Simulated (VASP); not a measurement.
# AlP (F-43m) in VASP: further runs

The runs below take AlP through single point, with revPBE, PBE, LDA, RPBE, r2SCAN.

Everything below comes from runs of VASP 6.6.1. Logs are shortened: lines on timing, memory, paths and dates and some standing lists are left out, and cuts for length are marked.

**What was measured.**

From a printed reference work, data compilation, for a bulk crystal of AlP at 4.2 K: band gap 2.505 eV (indirect).

The runs below are set against these values where they give the same quantity.

**1. The cell of the first run**

Symmetry: F-43m, No. 216, cubic system. The conventional cell has a = 5.451 Å, b = 5.451 Å, c = 5.451 Å, α = 90.00°, β = 90.00°, γ = 90.00°. Al (site symmetry -43m) has 4 P at 2.36 Å within 3.1 Å. Within 3.1 Å of P (site symmetry -43m) lie 4 Al at 2.36 Å.

**2. Single point, revPBE**

Contents of INCAR:

```
SYSTEM = AlP
ALGO     = Normal         ! electronic algorithm
EDIFF    = 1E-6           ! SCF threshold, eV
ENCUT    = 500            ! plane-wave cutoff, eV
GGA      = RE             ! functional
GGA_COMPAT= .False.      
ISIF     = 2              ! what is computed and relaxed
ISMEAR   = 0              ! smearing method
LASPH    = .True.         ! aspherical terms in the spheres
LCHARG   = .True.         ! write CHGCAR
LELF     = .True.         ! ELF
LREAL    = .False.        ! projectors in reciprocal space
LVHAR    = .True.       
LWAVE    = .False.        ! write WAVECAR
NBANDS   = 11             ! bands
NELM     = 120            ! most SCF steps
PREC     = Accurate       ! precision mode
SIGMA    = 0.01           ! smearing width, eV
```

Contents of KPOINTS:

```
k-points
0
Gamma
  6 6 6
  0 0 0
```

Contents of POSCAR:

```
AlP
1.0
    0.0000000000      2.7255000000      2.7255000000
    2.7255000000      0.0000000000      2.7255000000
    2.7255000000      2.7255000000      0.0000000000
Al P
1 1
Direct
    0.0000000000      0.0000000000      0.0000000000
    0.7500000000      0.7500000000      0.7500000000
```

Potentials or basis: VASP PAW PBE potentials, release 64 (Al, P).

Started as:

```sh
$ cat potpaw_PBE.64/Al/POTCAR potpaw_PBE.64/P/POTCAR > POTCAR
$ mpirun -np 1 vasp_std > vasp.out
```

OUTCAR:

```text
SYSTEM = AlP
   EDIFF = 1E-6
   ENCUT = 500
   GGA = RE
   ISIF = 2
   ISMEAR = 0
   LASPH = .True.
   LREAL = .False.
   NELM = 120
   PREC = Accurate

 ion  position               nearest neighbor table
   1  0.000  0.000  0.000-   2 2.36   2 2.36   2 2.36   2 2.36
   2  0.750  0.750  0.750-   1 2.36   1 2.36   1 2.36   1 2.36

  LATTYP: Found a face centered cubic cell.
 ALAT       =     5.4510000000

  Lattice vectors:

 A1 = (   0.0000000000,   2.7255000000,   2.7255000000)
 A2 = (   2.7255000000,   0.0000000000,   2.7255000000)
 A3 = (   2.7255000000,   2.7255000000,   0.0000000000)

Analysis of symmetry for initial positions (statically):
=====================================================================
 Subroutine PRICEL returns:
 Original cell was already a primitive cell.

 Routine SETGRP: Setting up the symmetry group for a
 face centered cubic supercell.

 Subroutine GETGRP returns: Found 24 space group operations
 (whereof 24 operations were pure point group operations)
 out of a pool of 48 trial point group operations.

The static configuration has the point symmetry T_d .

Analysis of symmetry for dynamics (positions and initial velocities):
=====================================================================
 Subroutine PRICEL returns:
 Original cell was already a primitive cell.

 Routine SETGRP: Setting up the symmetry group for a
 face centered cubic supercell.

 Subroutine GETGRP returns: Found 24 space group operations
 (whereof 24 operations were pure point group operations)
 out of a pool of 48 trial point group operations.

The dynamic configuration has the point symmetry T_d .

 Subroutine INISYM returns: Found 24 space group operations
 (whereof 24 operations are pure point group operations),
 and found     1 'primitive' translations

----------------------------------------------------------------------------------------

                                     Primitive cell

  volume of cell :      40.4919

  direct lattice vectors                    reciprocal lattice vectors
     0.000000000  2.725500000  2.725500000    -0.183452578  0.183452578  0.183452578
     2.725500000  0.000000000  2.725500000     0.183452578 -0.183452578  0.183452578
     2.725500000  2.725500000  0.000000000     0.183452578  0.183452578 -0.183452578

  length of vectors
     3.854439064  3.854439064  3.854439064     0.317749185  0.317749185  0.317749185

  position of ions in fractional coordinates (direct lattice)
     0.000000000  0.000000000  0.000000000
     0.750000000  0.750000000  0.750000000

  ion indices of the primitive-cell ions
   primitive index   ion index
                 1           1
                 2           2

----------------------------------------------------------------------------------------

 KPOINTS: k-points

Automatic generation of k-mesh.
 Grid dimensions read from file:
 generate k-points for:    6    6    6

 Generating k-lattice:

  Cartesian coordinates                     Fractional coordinates (reciprocal lattice)
    -0.030575430  0.030575430  0.030575430     0.166666667  0.000000000  0.000000000
     0.030575430 -0.030575430  0.030575430     0.000000000  0.166666667  0.000000000
     0.030575430  0.030575430 -0.030575430     0.000000000  0.000000000  0.166666667

  Length of vectors
     0.052958198  0.052958198  0.052958198

  Shift w.r.t. Gamma in fractional coordinates (k-lattice)
     0.000000000  0.000000000  0.000000000

 Subroutine IBZKPT returns following result:
 ===========================================

 Found     16 irreducible k-points:

 Following reciprocal coordinates:
            Coordinates               Weight
  0.000000  0.000000  0.000000      1.000000
  0.166667  0.000000  0.000000      8.000000
  0.333333  0.000000  0.000000      8.000000
  0.500000  0.000000  0.000000      4.000000
  0.166667  0.166667  0.000000      6.000000
  0.333333  0.166667  0.000000     24.000000
[... 8 lines left out ...]
 -0.333333  0.333333  0.166667     24.000000
 -0.333333  0.500000  0.166667     12.000000
[... 48 lines left out ...]
      7       9.2772      0.00000
      8       9.2772      0.00000
      9      13.5004      0.00000
     10      13.5004      0.00000
     11      15.1784      0.00000

 k-point     2 :       0.1667    0.0000    0.0000
  band No.  band energies     occupation
      1      -6.5243      2.00000
      2       2.8295      2.00000
      3       4.4438      2.00000
      4       4.4438      2.00000
      5       8.4075      0.00000
      6       9.7127      0.00000
      7       9.7127      0.00000
      8      10.4413      0.00000
      9      12.8766      0.00000
     10      12.8766      0.00000
     11      15.6856      0.00000

 k-point     3 :       0.3333    0.0000    0.0000
  band No.  band energies     occupation
      1      -5.7320      2.00000
      2       0.3609      2.00000
      3       4.0724      2.00000
      4       4.0724      2.00000
      5       7.8299      0.00000
      6       9.7576      0.00000
      7       9.7576      0.00000
      8      12.7299      0.00000
      9      13.8270      0.00000
     10      13.8270      0.00000
     11      15.1607      0.00000

 k-point     4 :       0.5000    0.0000    0.0000
  band No.  band energies     occupation
      1      -5.1427      2.00000
      2      -0.8344      2.00000
      3       3.9226      2.00000
      4       3.9226      2.00000
      5       7.5924      0.00000
      6       9.5258      0.00000
      7       9.5258      0.00000
      8      13.0672      0.00000
      9      16.2066      0.00000
     10      16.2066      0.00000
     11      16.7026      0.00000
[... 127 lines left out ...]
 k-point    14 :       0.5000    0.3333    0.1667
  band No.  band energies     occupation
      1      -5.1042      2.00000
      2       0.2794      2.00000
      3       2.0160      2.00000
      4       3.0978      2.00000
      5       8.5862      0.00000
      6       9.5746      0.00000
      7      10.2494      0.00000
      8      12.9628      0.00000
      9      14.0937      0.00000
     10      16.2588      0.00000
     11      18.1303      0.00000

 k-point    15 :      -0.3333    0.3333    0.1667
  band No.  band energies     occupation
      1      -4.6418      2.00000
      2      -0.2907      2.00000
      3       1.5636      2.00000
      4       2.7062      2.00000
      5       8.7779      0.00000
      6       9.7188      0.00000
      7      11.6335      0.00000
      8      12.3890      0.00000
      9      13.6401      0.00000
     10      16.6942      0.00000
     11      17.6683      0.00000

 k-point    16 :      -0.3333    0.5000    0.1667
  band No.  band energies     occupation
      1      -4.4394      2.00000
      2      -0.3407      2.00000
      3       1.7793      2.00000
      4       2.0221      2.00000
      5       8.0450      0.00000
      6       9.0510      0.00000
      7      12.4036      0.00000
      8      12.7499      0.00000
      9      16.0453      0.00000
     10      16.6573      0.00000
     11      18.0653      0.00000

------------------------ aborting loop because EDIFF is reached ----------------------------------------

  FORCE on cell =-STRESS in cart. coord.  units (eV):
  Direction    XX          YY          ZZ          XY          YZ          ZX
  --------------------------------------------------------------------------------------
  -------------------------------------------------------------------------------------
  Total        0.9690045      0.9690045      0.9690045      0.0000000      0.0000000     -0.0000000
  in kB       38.3413863     38.3413863     38.3413863      0.0000000      0.0000000     -0.0000000
  external PRESSURE =      38.3413863 kB  Pullay stress =       0.0000000 kB

 VOLUME and BASIS-vectors are now :
 -----------------------------------------------------------------------------
  energy-cutoff  :      500.00
  volume of cell :       40.49
      direct lattice vectors                 reciprocal lattice vectors
     0.000000000  2.725500000  2.725500000    -0.183452578  0.183452578  0.183452578
     2.725500000  0.000000000  2.725500000     0.183452578 -0.183452578  0.183452578
     2.725500000  2.725500000  0.000000000     0.183452578  0.183452578 -0.183452578

 POSITION                                       TOTAL-FORCE (eV/Angst)
 -----------------------------------------------------------------------------------
      0.00000      0.00000      0.00000        -0.000000     -0.000000     -0.000000
      4.08825      4.08825      4.08825         0.000000      0.000000      0.000000
 -----------------------------------------------------------------------------------
    total drift:                               -0.000000     -0.000000     -0.000000

  FREE ENERGIE OF THE ION-ELECTRON SYSTEM (eV)
  ---------------------------------------------------
  free  energy   TOTEN  =        -9.8828275898 eV

  energy  without entropy=       -9.8828275898  energy(sigma->0) =       -9.88282759
```

Run time: 7.5 s. Hardware: 1 thread of Intel Xeon Platinum 8259CL at 2.50GHz (Skylake/Cascade Lake), shared host; peak memory 0.15 GiB.

Results:

* Free energy: -9.8828 eV
* Pressure: 3.8 GPa
* Band gap on the k mesh: 1.62 eV (least direct gap 3.45 eV)

Levels at points of the mesh, in eV from the valence-band top:
```tsv
k point	band 1	band 2	band 3	band 4	band 5	band 6	band 7	band 8
(0.00, 0.00, 0.00)	-11.51	0.00	0.00	0.00	3.45	4.59	4.59	4.59
(0.50, 0.00, 0.00)	-9.83	-5.52	-0.76	-0.76	2.91	4.84	4.84	8.38
(0.50, 0.50, 0.00)	-9.16	-5.30	-2.11	-2.11	1.62	2.52	11.18	11.18
```

Caveat: the cell stands under pressure; the PAW data sets were made with another functional, which shifts forces and pressure a little. A k mesh can miss the band edges.

**3. Single point, PBE**

Contents of INCAR:

```
  PREC = Accurate
  ENCUT = 500
  EDIFF = 1E-6
  ISMEAR = 0
  SIGMA = 0.01
  LREAL = False
  LASPH = True
  NELM = 120
  ALGO = Normal
  ISIF = 2
  LWAVE = False
  LCHARG = False
  GGA = PE
  NBANDS = 11
  GGA_COMPAT = False
```

Contents of KPOINTS:

```
Automatic mesh
0
Gamma
  6 6 6
```

POSCAR is that of step 2.

Potentials or basis: VASP PAW PBE potentials, release 64 (Al, P).

Started as:

```sh
$ cat potpaw_PBE.64/Al/POTCAR potpaw_PBE.64/P/POTCAR > POTCAR
$ mpirun -np 1 vasp_std > vasp.out
```

Run time: 6.5 s. Hardware: 1 thread of Intel Xeon Platinum 8259CL at 2.50GHz (Skylake/Cascade Lake), shared host; peak memory 0.15 GiB.

It converged, with:

| Property | Result |
| --- | --- |
| Free energy | -10.3591 eV |
| Pressure | 2.7 GPa |
| Band gap on the k mesh | 1.57 eV (least direct gap 3.35 eV) |

Levels at points of the mesh, in eV from the valence-band top:
```csv
k point,band 1,band 2,band 3,band 4,band 5,band 6,band 7,band 8,band 9
"(0.00, 0.00, 0.00)",-11.53,0.00,0.00,0.00,3.35,4.57,4.57,4.57,8.84
"(0.50, 0.00, 0.00)",-9.84,-5.55,-0.77,-0.77,2.83,4.82,4.82,8.29,11.55
"(0.50, 0.50, 0.00)",-9.17,-5.33,-2.11,-2.11,1.57,2.46,11.11,11.11,12.11
```

A k mesh can miss the band edges. Expect the measured gap to be larger: semilocal functionals such as PBE lack the derivative discontinuity.

**4. Single point, LDA**

Contents of INCAR:

```
ALGO     = Normal         # electronic algorithm
EDIFF    = 1E-6           # SCF threshold, eV
ENCUT    = 500            # plane-wave cutoff, eV
GGA_COMPAT= False        
ISIF     = 2              # what is computed and relaxed
ISMEAR   = 0              # smearing method
LASPH    = True           # aspherical terms in the spheres
LCHARG   = True           # write CHGCAR
LELF     = True           # ELF
LREAL    = False          # projectors in reciprocal space
LVHAR    = True         
LWAVE    = False          # write WAVECAR
NBANDS   = 11             # bands
NELM     = 120            # most SCF steps
PREC     = Accurate       # precision mode
SIGMA    = 0.01           # smearing width, eV
```

Contents of KPOINTS:

```
k-points
0
Gamma
  6 6 6
```

POSCAR is that of step 3.

Potentials or basis: VASP PAW LDA potentials, release 64 (Al, P).

Started as:

```sh
$ cat potpaw_LDA.64/Al/POTCAR potpaw_LDA.64/P/POTCAR > POTCAR
$ mpirun -np 1 vasp_std > vasp.out
```

Run time: 6.2 s. Hardware: 1 thread of Intel Xeon Platinum 8259CL at 2.50GHz (Skylake/Cascade Lake), shared host; peak memory 0.13 GiB.

It converged, with:

| Item | Value |
| --- | --- |
| Free energy | -11.4029 eV |
| Pressure | -0.7 GPa |
| Band gap on the k mesh | 1.43 eV (least direct gap 3.16 eV) |

Levels at points of the mesh, in eV from the valence-band top:
```
           k point  band 1  band 2  band 3  band 4  band 5  band 6  band 7  band 8  band 9
(0.00, 0.00, 0.00)  -11.53    0.00    0.00    0.00    3.16    4.48    4.48    4.48    8.82
(0.50, 0.00, 0.00)   -9.82   -5.61   -0.77   -0.77    2.68    4.73    4.73    8.08   11.52
(0.50, 0.50, 0.00)   -9.15   -5.37   -2.13   -2.13    1.43    2.33   10.93   10.93   11.88
```

**5. Single point, RPBE**

Contents of INCAR:

```
SYSTEM = AlP
ALGO     = Normal         ! electronic algorithm
EDIFF    = 1E-6           ! SCF threshold, eV
ENCUT    = 500            ! plane-wave cutoff, eV
GGA      = RP             ! functional
GGA_COMPAT= .FALSE.      
ISIF     = 2              ! what is computed and relaxed
ISMEAR   = 0              ! smearing method
LASPH    = .TRUE.         ! aspherical terms in the spheres
LCHARG   = .FALSE.        ! write CHGCAR
LREAL    = .FALSE.        ! projectors in reciprocal space
LWAVE    = .FALSE.        ! write WAVECAR
NBANDS   = 11             ! bands
NELM     = 120            ! most SCF steps
PREC     = Accurate       ! precision mode
SIGMA    = 0.01           ! smearing width, eV
```

Contents of KPOINTS:

```
k-points
0
G
  6 6 6
  0 0 0
```

POSCAR is that of step 4.

Potentials or basis: VASP PAW PBE potentials, release 64 (Al, P).

Started as:

```sh
$ cat potpaw_PBE.64/Al/POTCAR potpaw_PBE.64/P/POTCAR > POTCAR
$ mpirun -np 1 vasp_std > vasp.out
```

It took 7.7 s on 1 thread of Intel Xeon Platinum 8259CL at 2.50GHz (Skylake/Cascade Lake), shared host; peak memory 0.14 GiB.

Results (log left out):

```
Free energy            : -9.8026 eV
Pressure               : 4.2 GPa
Band gap on the k mesh : 1.65 eV (least direct gap 3.49 eV)
```

Levels at points of the mesh, in eV from the valence-band top:
| k point | band 2 | band 3 | band 4 | band 5 | band 6 | band 7 |
| --- | --- | --- | --- | --- | --- | --- |
| (0.00, 0.00, 0.00) | 0.00 | 0.00 | 0.00 | 3.49 | 4.60 | 4.60 |
| (0.50, 0.00, 0.00) | -5.51 | -0.76 | -0.76 | 2.93 | 4.85 | 4.85 |
| (0.50, 0.50, 0.00) | -5.29 | -2.10 | -2.10 | 1.65 | 2.54 | 11.20 |

Caveat: the cell stands under pressure; the PAW data sets were made with another functional, which shifts forces and pressure a little. Expect the measured gap to be larger: semilocal functionals such as RPBE lack the derivative discontinuity.

**6. Single point, r2SCAN**

POSCAR is that of step 5.

Contents of INCAR.step1:

```
SYSTEM = AlP
ALGO     = Normal         ! electronic algorithm
EDIFF    = 1E-5           ! SCF threshold, eV
ENCUT    = 550            ! plane-wave cutoff, eV
GGA      = PE             ! functional
GGA_COMPAT= .False.      
ISMEAR   = 0              ! smearing method
LASPH    = .True.         ! aspherical terms in the spheres
LCHARG   = .False.        ! write CHGCAR
LREAL    = .False.        ! projectors in reciprocal space
LWAVE    = .True.         ! write WAVECAR
NBANDS   = 11             ! bands
NELM     = 120            ! most SCF steps
PREC     = Accurate       ! precision mode
SIGMA    = 0.01           ! smearing width, eV
```

Contents of INCAR.step2:

```
SYSTEM = AlP
ALGO     = Normal         ! electronic algorithm
EDIFF    = 1E-6           ! SCF threshold, eV
ENCUT    = 550            ! plane-wave cutoff, eV
GGA_COMPAT= .False.      
ISIF     = 2              ! what is computed and relaxed
ISMEAR   = 0              ! smearing method
ISTART   = 1            
LASPH    = .True.         ! aspherical terms in the spheres
LCHARG   = .True.         ! write CHGCAR
LELF     = .True.         ! ELF
LMIXTAU  = .True.       
LREAL    = .False.        ! projectors in reciprocal space
LVHAR    = .True.       
LWAVE    = .False.        ! write WAVECAR
METAGGA  = R2SCAN         ! meta-GGA
NBANDS   = 11             ! bands
NELM     = 120            ! most SCF steps
PREC     = Accurate       ! precision mode
SIGMA    = 0.01           ! smearing width, eV
```

Contents of KPOINTS:

```
k-points
0
Gamma
  6 6 6
  0 0 0
```

Potentials or basis: VASP PAW PBE potentials, release 64 (Al, P).

Started as:

```sh
$ cat potpaw_PBE.64/Al/POTCAR potpaw_PBE.64/P/POTCAR > POTCAR
$ cp INCAR.step1 INCAR
$ mpirun -np 1 vasp_std > vasp.out
$ cp INCAR.step2 INCAR
$ mpirun -np 1 vasp_std > vasp.out
```

Run time: 44 s. Hardware: 1 thread of Intel Xeon Platinum 8259CL at 2.50GHz (Skylake/Cascade Lake), shared host; peak memory 0.16 GiB.

The run converged. Its results:

* Free energy: -17.2016 eV
* Pressure: 1.1 GPa
* Band gap on the k mesh: 1.90 eV (least direct gap 4.05 eV)

Levels at points of the mesh, in eV from the valence-band top:
| k point | band 2 | band 3 | band 4 | band 5 | band 6 | band 7 |
| --- | --- | --- | --- | --- | --- | --- |
| (0.00, 0.00, 0.00) | 0.00 | 0.00 | 0.00 | 4.05 | 4.98 | 4.98 |
| (0.50, 0.00, 0.00) | -5.70 | -0.79 | -0.79 | 3.35 | 5.22 | 5.22 |
| (0.50, 0.50, 0.00) | -5.45 | -2.19 | -2.19 | 1.90 | 2.84 | 12.04 |

Caveat: the PAW data sets were made with another functional, which shifts forces and pressure a little. A k mesh can miss the band edges.

**7. The runs side by side**

| level | potentials or basis | cutoff (eV) | gap on the mesh (eV) | pressure (GPa) |
| --- | --- | --- | --- | --- |
| revPBE | VASP PAW PBE potentials, release 64 (Al, P) | 500 | 1.62 | 3.8 |
| PBE | VASP PAW PBE potentials, release 64 (Al, P) | 500 | 1.57 | 2.7 |
| LDA | VASP PAW LDA potentials, release 64 (Al, P) | 500 | 1.43 | -0.7 |
| RPBE | VASP PAW PBE potentials, release 64 (Al, P) | 500 | 1.65 | 4.2 |
| r2SCAN | VASP PAW PBE potentials, release 64 (Al, P) | 550 | 1.90 | 1.1 |

Alike in all rows: task single point; no spin polarisation; cell as given; k mesh 6 × 6 × 6; smearing gaussian 0.01 eV.

Caveats: the PAW data sets were made with another functional, which shifts forces and pressure a little (at least some runs); the cell stands under pressure (at least some runs).

Absolute energies hang on the potentials; compare differences alone.

**8. How close it comes**

Step 4. Measured gap of AlP: 2.505 eV (indirect; 4.2 K; a printed reference work, data compilation). This calculation gives 1.43 eV (-1.08 eV). The value is that of LDA on a finite k mesh, which can miss the band edges, without temperature or zero-point motion. Semilocal functionals fall short of measured gaps as a rule.
